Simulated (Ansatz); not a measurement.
# PtSe2: the cost of one run

Computed with Ansatz 0.2.0 (DFT r²SCAN, scalar-relativistic, plane waves, PAW (the target; the first runs use scalar-relativistic PBE), unless a step's input says otherwise).

The COD entry's cell or inner coordinates are ideal or old and differ from later refinements, so a difference from it is no clean test against experiment.

1 further run of the same task is left out (set aside as unsound or not needed). Runs told in other sessions of the task aren't counted.

### Step 1. The system as given

It takes space group P-3m1 (No. 164, trigonal). The conventional cell has a = 3.736 Å, b = 3.736 Å, c = 5.079 Å, α = 90.00°, β = 90.00°, γ = 120.00°. Pt (site symmetry -3m) is surrounded by 6 Se at 2.50 Å. Se (site symmetry 3m) is surrounded by 3 Pt at 2.50 Å.

Structure file:

```xyz
3
Lattice="3.7364 0.0000 0.0000 -1.8682 3.2358 0.0000 0.0000 0.0000 5.0788" Properties=species:S:1:pos:R:3 pbc="T T T"
Pt    0.0000    0.0000    0.0000
Se    0.0000    2.1572    1.2697
Se    1.8682    1.0786    3.8091
```

### Step 2. Relaxing cell and atoms (PBE, 6×6×4 mesh)

input.yaml reads:

```yaml
crystal:
  lattice:
    - [3.7363727905, 0.0, 0.0]
    - [-1.8681863953, 3.2357937546, 0.0]
    - [0.0, 0.0, 5.0788173993]
  atoms:
    - { symbol: Pt, position: [0.0, 0.0, 0.0] }
    - { symbol: Se, position: [0.3333333333, 0.6666666667, 0.25] }
    - { symbol: Se, position: [0.6666666667, 0.3333333333, 0.75] }
basis:
  ecutwfc: 420
  ecutrho_ratio: 4
kpoints:
  mp_grid: { grid: [6, 6, 4] }
hamiltonian:
  xc: pbe
scf:
  occupations: { method: gaussian, width: 0.05 }
output:
  forces: true
  stress: true
  eigenvalues: true
relax:
  f_tol: 0.03
  max_steps: 60
  cell: { stress_tol: 0.3 }
```

Started as:

```
$ ansatz run input.yaml --threads 4 --pin off --max-ram 7168MiB --backend cpu --events-out ev --progress --plain --runs-dir out
```

What time and memory should one allow on 4 threads of Arm Neoverse V1, shared host?

About 11 s, with a peak of 0.42 GiB.
